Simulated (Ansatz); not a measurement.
# Se: response to strain

Aim: deform Se (equal xx and yy strain of +1 %) and compute stress, forces and field gradients with LAPW, PAW and all-electron datasets made for the crystal.

Program: Ansatz 0.2.0. Level of theory: DFT PBE, scalar-relativistic. These are calculated values, not measurements.

**1. Starting point**

Symmetry: R-3, No. 148, trigonal system. The conventional cell has a = 11.362 Å, b = 11.362 Å, c = 4.429 Å, α = 90.00°, β = 90.00°, γ = 120.00°. Se (site symmetry 1) is surrounded by 2 Se at 2.36 Å.

Structure file:

```cif
data_structure
_symmetry_space_group_name_H-M 'R-3:H'
_symmetry_Int_Tables_number 148
_cell_length_a 11.3620
_cell_length_b 11.3620
_cell_length_c 4.4290
_cell_angle_alpha 90.000
_cell_angle_beta 90.000
_cell_angle_gamma 120.000
_cell_volume 495.16
loop_
_atom_site_label
_atom_site_type_symbol
_atom_site_symmetry_multiplicity
_atom_site_Wyckoff_symbol
_atom_site_fract_x
_atom_site_fract_y
_atom_site_fract_z
_atom_site_occupancy
Se1 Se 18 f 0.82688 0.53560 0.45378 1
```

The file gives the conventional cell by its symmetry; the runs use the cell typed in the input.

Atoms are numbered in the order of the input: Se1, Se2, Se3, Se4, Se5, Se6.

**2. After the deformation**

Space group R-3 before, R-3 after.

**3. LAPW, all electrons**

The input, input.yaml:

```yaml
crystal:
  lattice:
    - [5.7378098605, 3.3127260675, 1.47633]
    - [-5.7378098605, 3.3127260675, 1.47633]
    - [0.0, -6.6254521351, 1.47633]
  atoms:
    - { symbol: Se, position: [0.28066, 0.16251, 0.91818] }
    - { symbol: Se, position: [0.91818, 0.28066, 0.16251] }
    - { symbol: Se, position: [0.16251, 0.91818, 0.28066] }
    - { symbol: Se, position: [0.71934, 0.83749, 0.08182] }
    - { symbol: Se, position: [0.08182, 0.71934, 0.83749] }
    - { symbol: Se, position: [0.83749, 0.08182, 0.71934] }
kpoints:
  mp_grid: { grid: [6, 6, 6] }
  band_path:
    path:
      - [0.0, 0.0, 0.0]
      - [0.5, 0.0, 0.0]
      - [0.5, -0.5, 0.5]
      - [0.1997679315, -0.8002320685, 0.1997679315]
      - [0.1997679315, 0.1997679315, 0.1997679315]
      - [0.0, 0.0, 0.0]
      - [0.5, -0.5, 0.0]
    npoints: 5
scf:
  occupations: { method: fermi_dirac, width: 0.01 }
hamiltonian:
  xc: pbe
  pseudopotentials: { kind: all_electron, lapw: { basis_error: 0.001 } }
output:
  forces: true
  stress: true
  eigenvalues: true
```

Command:

```sh
ansatz run input.yaml --threads 2 --pin off --max-ram 6144MiB --backend cpu --events-out ev --progress --plain --runs-dir out
```

**4. PAW on the default files**

Edit input.yaml of step 3 so:

```diff
@@ -14,12 +14,2 @@
   mp_grid: { grid: [6, 6, 6] }
-  band_path:
-    path:
-      - [0.0, 0.0, 0.0]
-      - [0.5, 0.0, 0.0]
-      - [0.5, -0.5, 0.5]
-      - [0.1997679315, -0.8002320685, 0.1997679315]
-      - [0.1997679315, 0.1997679315, 0.1997679315]
-      - [0.0, 0.0, 0.0]
-      - [0.5, -0.5, 0.0]
-    npoints: 5
 scf:
@@ -28,3 +18,3 @@
   xc: pbe
-  pseudopotentials: { kind: all_electron, lapw: { basis_error: 0.001 } }
+  pseudopotentials: { kind: paw }
 output:
@@ -33 +23,2 @@
   eigenvalues: true
+  efg: { contact_densities: true }
```

**5. All-electron PAW on datasets made for the crystal**

Edit input.yaml of step 4 so:

```diff
@@ -18,3 +18,3 @@
   xc: pbe
-  pseudopotentials: { kind: paw }
+  pseudopotentials: { kind: all_electron, datasets: crystal }
 output:
```

(Steps that only read results are left out.)

Before running it: what results should come out? Wanted: pressure; largest shear or deviatoric stress.

**Answer**, as computed:

| quantity | value |
| --- | --- |
| pressure | LAPW 1.36, PAW 1.37, crystal datasets 1.36 GPa |
| largest shear or deviatoric stress (LAPW) | 0.36 GPa |

In words: The largest part of the stress beyond the pressure is 0.36 GPa in size, in the zz component; the atoms are carried along and not relaxed. No run of the undeformed cell stands beside it, so the pressure holds what the given cell had before the change. PAW: stress within 0.01 GPa of LAPW, forces within 5 meV/Å. Crystal datasets: stress within 0.01 GPa of LAPW, forces within 1 meV/Å.
